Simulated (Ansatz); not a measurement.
The elements of this relaxed trial crystal are hidden behind letters.

```
lattice vectors (Å)
   3.0575    0.0000    0.0000
   0.0000    3.0575    0.0000
   0.0000    0.0000    4.5024
fractional positions
X 0.5000 0.0000 0.7194
X 0.0000 0.5000 0.2806
Z 0.5000 0.0000 0.2228
Z 0.0000 0.5000 0.7772
```

Method: Ansatz, DFT PBE, scalar-relativistic, plane waves, PAW. Cutoff 420 eV, Γ-centred 16×16×10 mesh (4-atom cell), Gaussian smearing of 0.10 eV, no spin polarisation.

```
Space group                                 : P4/nmm (No. 129)
Conventional cell                           : a = 3.057 Å, c = 4.502 Å
Volume per atom                             : 10.52 Å³
Density                                     : 15.45 g/cm³
Energy over the elements                    : +0.28 eV/atom
Gap on the 16×16×10 mesh of the 4-atom cell : 0 eV (a metal)
```

Energies are uncorrected and count from the elements' standard states at the same level.

**Question.** X is a d-block element of period 6 and Z is a p-block element of period 2. Which elements are they?

**Answer.** X = W, Z = C, so the formula is WC. Density times volume gives a mean mass of 15.45 × 10.52/1.6605 = 97.9 u per atom, and this set has 97.9 u. Among the elements that the hints allow, noble gases aside, only these give it. Around W lie 6 C at 2.18–2.27 Å and 8 W at 2.93–3.06 Å; C has 6 W at 2.18–2.27 Å.

These runs have no spin–orbit coupling, which can matter for W. A structure relaxed within its symmetry needn't be a true minimum. Another cell of WC relaxed alike, in P-6m2 (a measured cell (COD)), lies 0.42 eV/atom lower, so this cell isn't the stable form at this level.
